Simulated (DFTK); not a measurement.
Write the native input for DFTK 0.8.2 that does the following.

| Quantity | Value |
| --- | --- |
| Task | equation of state |
| Functional | PBEsol |
| Potentials or basis | dojo.nc.sr.pbesol.v0_4_1.standard.upf (PBEsol) |
| Cutoff | 1143 eV |
| k mesh | 9 × 9 × 9 |
| Occupations | fermi-dirac, width 0.05 eV |
| Spin | no spin polarisation |
| Valence electrons | O 6, Sr 10 |
| Volume scales | [0.94, 0.96, 0.98, 1.0, 1.02, 1.04, 1.06] |
| SCF tolerance on the density | 1e-06 |

SrO:

```
Sr O
1.0
     0.00000    2.56630    2.56630
     2.56630    0.00000    2.56630
     2.56630    2.56630    0.00000
Sr O
1 1
Cartesian
  2.5663 2.5663 2.5663
  0.0000 0.0000 0.0000
```

These files were run (other wordings do the same):

run.jl

```julia
using DFTK
using PseudoPotentialData
using Unitful, UnitfulAtomic
using LinearAlgebra, Printf
include("save.jl")
disable_threading()

# lattice vectors are the columns
lattice = austrip(1u"Å") * [           0.0         2.5663         2.5663;
                   2.5663            0.0         2.5663;
                   2.5663         2.5663            0.0]
symbols   = [:Sr, :O]
positions = [[0.5, 0.5, 0.5],
             [0.0, 0.0, 0.0]]
pseudopotentials = PseudoFamily("dojo.nc.sr.pbesol.v0_4_1.standard.upf")
elements = Dict(s => ElementPsp(s, pseudopotentials) for s in unique(symbols))
atoms    = [elements[s] for s in symbols]

build_model(lattice, positions; symmetries=true) =
    model_DFT(lattice, atoms, positions;
              functionals=PBEsol(),
              temperature=austrip(0.05u"eV"),
              smearing=Smearing.FermiDirac(),
              symmetries)
Ecut  = 42.0  # hartree
kgrid = [9, 9, 9]
tol   = 1e-6
to_GPa = ustrip(uconvert(u"GPa", 1u"hartree/bohr^3"))

results["points"] = []
for scale in [0.94, 0.96, 0.98, 1.0, 1.02, 1.04, 1.06]
    println("\n=== scale = ", scale)
    model = build_model(cbrt(scale) * lattice, positions)
    basis = PlaneWaveBasis(model; Ecut, kgrid)
    t0 = time()
    scfres = self_consistent_field(basis;
                                   tol,
                                   nbandsalg=AdaptiveBands(model; n_bands_converge=13))
    seconds = time() - t0
    @printf "SCF: %d iterations, %.1f s\n" scfres.n_iter seconds
    forces = compute_forces_cart(scfres)
    stress = compute_stresses_cart(scfres)
    @printf "V = %.5f Å^3  F = %.8f Ha  max force = %.5f eV/Å  p = %.4f GPa\n" ustrip(auconvert(u"Å^3", model.unit_cell_volume)) scfres.energies.total ustrip(auconvert(u"eV/Å", maximum(norm, forces))) (-tr(stress) / 3 * to_GPa)
    push!(results["points"], save_scf!(scfres; forces, stress, d=Dict{String,Any}("seconds" => seconds, "n_matvec" => get(scfres, :n_matvec, 0))))
end

# third-order Birch-Murnaghan fit in x = V^(-2/3)
V = [0.94, 0.96, 0.98, 1.0, 1.02, 1.04, 1.06] * abs(det(lattice))
E = [p["total"] for p in results["points"]]
x = V .^ (-2 / 3)
c = [x .^ 0 x x .^ 2 x .^ 3] \ E
Δ = c[3]^2 - 3c[2] * c[4]
if Δ > 0
    x0 = (-c[3] + sqrt(Δ)) / 3c[4]
    B0 = 4 / 9 * x0^(7 / 2) * (2c[3] + 6c[4] * x0)
    @printf "V0 = %.4f Å^3  B0 = %.2f GPa\n" ustrip(auconvert(u"Å^3", x0^(-3 / 2))) B0 * to_GPa
end
```

Potentials or basis: dojo.nc.sr.pbesol.v0_4_1.standard.upf (PBEsol).

Run with:

```bash
$ julia --threads=1 run.jl  # save.jl only writes the numbers to a file and isn't shown; printed stress counts tension as positive; times include loading and compiling
```

It gave:

The equilibrium volume is 16.77 Å³/atom and the bulk modulus is 94 GPa. The pressure derivative of the bulk modulus is 4.5.

Run time: 10 min on 1 thread of Intel(R) Xeon(R) 6975P-C (Granite Rapids), with other jobs on the host, peak memory 1.8 GiB.
